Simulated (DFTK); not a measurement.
## Au: band structure with SCAN

Au:

```
Au
1.0
     2.74841    0.00000    0.00000
     0.00000    2.74841    0.00000
     0.00000    0.00000    2.74841
Au
1
Direct
  0.50000 0.50000 0.50000
```

The cell was built by a generator and needn't be a form met in nature.

- Program: DFTK 0.8.2
- Task: band structure
- Functional: SCAN
- Potentials or basis: SG15 1.2 (PBE)
- Cutoff: 1225 eV
- k mesh: 10 × 10 × 10
- Occupations: fermi-dirac, width 0.05 eV
- Spin: no spin polarisation
- Valence electrons: Au 19
- SCF tolerance on the density: 1e-06

```json
{
  "Pressure": "-5.3 GPa",
  "Band gap on the k mesh": "none (metal or under the smearing width)"
}
```

Levels at the corners of the path, in eV from the Fermi level:
| point | band 5 | band 6 | band 7 | band 8 | band 9 | band 10 | band 11 | band 12 | band 13 | band 14 |
| --- | --- | --- | --- | --- | --- | --- | --- | --- | --- | --- |
| Γ | -8.07 | -5.80 | -5.80 | -1.50 | -1.50 | -1.50 | 14.31 | 14.31 | 14.31 | 19.49 |
| X | -5.97 | -5.40 | -2.98 | -2.98 | -1.36 | -0.28 | 2.14 | 17.16 | 19.09 | 19.50 |
| M | -5.71 | -5.08 | -2.72 | -2.72 | -0.18 | 3.97 | 3.97 | 6.47 | 12.21 | 21.25 |
| Γ | -8.07 | -5.80 | -5.80 | -1.50 | -1.50 | -1.50 | 14.31 | 14.31 | 14.31 | 19.49 |
| R | -5.05 | -5.05 | -5.05 | -0.08 | -0.08 | 8.52 | 8.52 | 8.52 | 10.87 | 12.31 |
| X | -5.97 | -5.40 | -2.98 | -2.98 | -1.36 | -0.28 | 2.14 | 17.16 | 19.09 | 19.50 |
| M | -5.71 | -5.08 | -2.72 | -2.72 | -0.18 | 3.97 | 3.97 | 6.47 | 12.21 | 21.25 |
| R | -5.05 | -5.05 | -5.05 | -0.08 | -0.08 | 8.52 | 8.52 | 8.52 | 10.87 | 12.31 |

It took 6.6 min on 1 thread of AMD EPYC 7R43 64-Core Processor (Zen 3) (shared host), peak memory 1.8 GiB.

Caveat: the potentials were made for another functional, which shifts forces and pressure; spin-orbit coupling is left out, which moves the levels of the heavy elements.
